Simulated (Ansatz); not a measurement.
Results of PBE (Ansatz, an electronic-structure program, plane waves, PAW) for rutile RuO2.

Run with plane-wave cutoff 520 eV, 12×12×18 k mesh (along the axes of the cell as run), Fermi–Dirac smearing 0.05 eV, no spin polarisation, scalar-relativistic PAW data made under PBE.

Shape and atoms are relaxed at each volume.

Pressure at four volumes; x = ln(V/10.636 Å³). One pressure is withheld.

```csv
V (Å³/atom),x,P (GPa)
10.211,-0.0408,11.28
10.636,0.0000,0.00
10.849,0.0198,-4.74
11.061,0.0392,?
```

Q: Pass a parabola P(x) through the three rows shown, estimate the bulk modulus and its pressure derivative near zero pressure, and predict the withheld pressure.

A: Slopes between the rows: (0.00 − (11.28))/(0.0000 − (-0.0408)) = -276.47 and (-4.74 − (0.00))/(0.0198 − (0.0000)) = -239.39 GPa. Their difference over the span 0.0606 is c = 37.08/0.0606 = 611.9 GPa, so P(x) = 11.28 + (-276.47)(x − (-0.0408)) + 611.9 (x − (-0.0408))(x − (0.0000)). At the middle row B = −dP/dx = −[-276.47 + 611.9 × 0.0408] = 251.5 GPa, and B′ = dB/dP = 2c/B = 4.9. At x = 0.0392 the parabola gives -8.92 GPa; the run gives -8.96 GPa. The Birch–Murnaghan fit to the energies at all volumes has B0 = 251 GPa and B′ = 4.8.

Measured, for comparison: bulk modulus 270 GPa (room temperature, not corrected to a static lattice; as tabulated in LI and ZENG (2008), arXiv:0807.3251). Computed (rounded) less measured: bulk modulus -7 %.

Note: the bulk modulus comes from volumes at which shape and atoms were relaxed.
